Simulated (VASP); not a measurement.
A run of VASP 6.6.1:

run.py

```python
from ase.calculators.vasp import Vasp
from ase.dft.bandgap import bandgap
from ase.spacegroup import crystal

atoms = crystal(
    ['Br', 'K'],
    basis=[[0.5, 0.0, 0.0], [0.0, 0.0, 0.0]],
    spacegroup=225,
    setting=1,
    cellpar=[6.6, 6.6, 6.6, 90.0, 90.0, 90.0],
    primitive_cell=True,
)
calc = Vasp(
    directory='calc',
    xc='rpbe',
    pp='PBE',
    setups='materialsproject',
    prec='Accurate',
    encut=520,
    ediff=1e-07,
    ismear=0,
    sigma=0.05,
    lreal=False,
    lasph=True,
    nelm=80,
    algo='Normal',
    isif=2,
    lwave=False,
    lcharg=True,
    lelf=True,
    lvhar=True,
    kpts=[7, 7, 7],
    gamma=True,
    nbands=15,
)
atoms.calc = calc

print('energy (eV):', atoms.get_potential_energy())
print('free energy (eV):', atoms.get_potential_energy(force_consistent=True))
print('forces (eV/A):')
print(atoms.get_forces())
print('stress (eV/A^3, Voigt):', atoms.get_stress())
print('Fermi level (eV):', calc.get_fermi_level())
gap, top, bottom = bandgap(calc)
print('band gap (eV):', gap, 'from (spin, k, band)', top, 'to', bottom)
```

Potentials or basis: VASP PAW PBE potentials, release 64 (Br, K_sv).

Launch:

```sh
$ python run.py
```

Hardware: 1 thread of Intel(R) Xeon(R) 6975P-C (Granite Rapids) (shared host).

Problem. Estimate the wall time of this run.

Solution. Wall time 26 s on 1 thread of Intel(R) Xeon(R) 6975P-C (Granite Rapids), on a shared host, peak memory 0.2 GiB. Counts: scf iterations 15, k points 20.
